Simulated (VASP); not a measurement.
A run of VASP 6.6.1 is set up as follows.

Contents of POSCAR:

```
GaSb
1.0
    0.0000000000      3.0523423508      3.0523423508
    3.0523423508      0.0000000000      3.0523423508
    3.0523423508      3.0523423508      0.0000000000
Ga Sb
1 1
Direct
    0.0000000000      0.0000000000      0.0000000000
    0.2500000000      0.2500000000      0.2500000000
```

File INCAR.step1:

```
ALGO = Normal
EDIFF = 1E-4
ENCUT = 520
GGA = PE
ISMEAR = -1
LASPH = True
LCHARG = False
LREAL = False
LWAVE = True
NBANDS = 16
NELM = 80
PREC = Accurate
SIGMA = 0.01
```

INCAR.step2

```
ALGO = Normal
EDIFF = 1E-6
ENCUT = 520
ISIF = 2
ISMEAR = -1
ISTART = 1
IVDW = 13
LASPH = True
LCHARG = True
LELF = True
LMIXTAU = True
LREAL = False
LVHAR = True
LWAVE = False
METAGGA = R2SCAN
NBANDS = 16
NELM = 80
PREC = Accurate
SIGMA = 0.01
VDW_A1 = 0.51559235
VDW_A2 = 5.77342911
VDW_S6 = 1.0
VDW_S8 = 0.6018749
```

The input KPOINTS:

```
k-points
0
Gamma
  6 6 6
```

Potentials or basis: VASP PAW PBE potentials, release 64 (Ga_d, Sb).

Run with:

```bash
$ cat potpaw_PBE.64/Ga_d/POTCAR potpaw_PBE.64/Sb/POTCAR > POTCAR
$ cp INCAR.step1 INCAR
$ mpirun -np 1 vasp_std > vasp.out
$ cp INCAR.step2 INCAR
$ mpirun -np 1 vasp_std > vasp.out
```

(1) Estimate the pressure.

(2) What does it give for the band gap on the k mesh?

Answers

(1) 0.1 GPa.

(2) 0.50 eV, direct.

Caveat: the PAW data sets were made with another functional, which shifts forces and pressure a little; spin-orbit coupling is left out, which moves the levels of the heavy elements.

**The experiment to reproduce.**

From a printed reference work, data compilation, for a bulk crystal of GaSb at 4.2 K: band gap 0.811 eV (direct).

Against the measured gap of GaSb, 0.811 eV (direct; 4.2 K; a printed reference work, data compilation), the calculated 0.50 eV is off by -0.31 eV. Spin-orbit coupling on Ga, Sb is left out. The value is that of r2SCAN+D4 on a finite k mesh, which can miss the band edges, without temperature or zero-point motion.
